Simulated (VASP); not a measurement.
The system is Au.

```
Au
1.0
     0.00000    2.03500    2.03500
     2.03500    0.00000    2.03500
     2.03500    2.03500    0.00000
Au
1
Cartesian
  0.0000 0.0000 0.0000
```

```yaml
Program: VASP 6.6.1
Task: relaxation of cell and atoms
Functional: r2SCAN
Potentials_or_basis: VASP PAW PBE potentials, release 64 (Au)
Cutoff: 600 eV
k_mesh: 10 × 10 × 10
Occupations: fermi-dirac, width 0.05 eV
Spin: no spin polarisation
```

At the start: pressure 7.9 GPa; volume 16.85 Å³/atom.

Problem. Where does the relaxation end?

Solution. Over 3 steps the energy falls by 18.4 meV/atom and the volume is 17.65 Å³/atom (+4.7 %); space group Fm-3m (No. 225, to 0.05 Å).

The path:
```tsv
step	energy change (eV)	largest force (eV/Å)	pressure (GPa)	volume (Å³)
1	0.0000	0.0000	7.90	16.85
2	0.0223	0.0000	-9.05	18.96
3	-0.0184	0.0000	-0.08	17.65
```

Final structure:
```
CELL_PARAMETERS angstrom
0.00000 2.06662 2.06662
2.06662 0.00000 2.06662
2.06662 2.06662 0.00000
ATOMIC_POSITIONS crystal
Au 0.00000 0.00000 0.00000
```

Caveat: the PAW data sets were made with another functional, which shifts forces and pressure a little.
